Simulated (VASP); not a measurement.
## From VASP inputs to Ansatz: KI (database structure)

INCAR

```
SIGMA = 0.01
METAGGA = R2SCAN
EDIFF = 1E-7
LWAVE = .FALSE.
IBRION = -1
ISIF = 2
LELF = .TRUE.
PREC = Accurate
LREAL = .FALSE.
ENCUT = 520
LCHARG = .TRUE.
ISMEAR = 0
NBANDS = 15
NSW = 0
NELM = 120
ALGO = Normal
LASPH = .TRUE.
```

KPOINTS

```
KPOINTS created by Atomic Simulation Environment
0
Gamma
6 6 6
0 0 0
```

KPOINTS_OPT

```
special points
5
Reciprocal
0.0000000000 0.0000000000 0.0000000000 1
0.0000000000 0.5000000000 0.0000000000 1
0.5000000000 0.5000000000 0.0000000000 1
0.5000000000 0.5000000000 0.5000000000 1
0.0000000000 0.5000000000 0.5000000000 1
```

POSCAR

```
K  I
 1.0000000000000000
     4.2910852517201423   -0.0000000000000000   -0.0000000000000000
    -0.0000000000000000    4.2910852517201423    0.0000000000000000
    -0.0000000000000000    0.0000000000000000    4.2910852517201423
 K   I
   1   1
Cartesian
  0.0000000000000000 -0.0000000000000000 -0.0000000000000000
  2.1455426258600712  2.1455426258600712  2.1455426258600712
```

VASP ran with the recommended PBE PAW datasets (16 valence electrons in the cell).

Q: Write an Ansatz input for this cell and level of theory.

A: 

```yaml
crystal:
  lattice:
    - [4.2910852517, 0.0, 0.0]
    - [0.0, 4.2910852517, 0.0]
    - [0.0, 0.0, 4.2910852517]
  atoms:
    - { symbol: K, position: [0.0, 0.0, 0.0] }
    - { symbol: I, position: [0.5, 0.5, 0.5] }
kpoints:
  mp_grid: { grid: [6, 6, 6] }
  band_path:
    path:
      - [0.0, 0.0, 0.0]
      - [0.0, 0.5, 0.0]
      - [0.5, 0.5, 0.0]
      - [0.5, 0.5, 0.5]
      - [0.0, 0.5, 0.5]
    npoints: 1
hamiltonian:
  xc: r2scan
scf:
  occupations: { method: fixed }
  n_extra_bands: 4
output:
  forces: true
  stress: true
  eigenvalues: true
```

Other inputs would serve too.

```
                              VASP   Ansatz
gap between bands v and c  4.04 eV  4.04 eV
         least direct gap  4.41 eV  4.41 eV
                 pressure  0.0 GPa  0.0 GPa
```

Each program uses its own PAW datasets. VASP's cell holds 16 valence electrons and Ansatz's 26. Ansatz's stress includes a Pulay correction; VASP's doesn't.
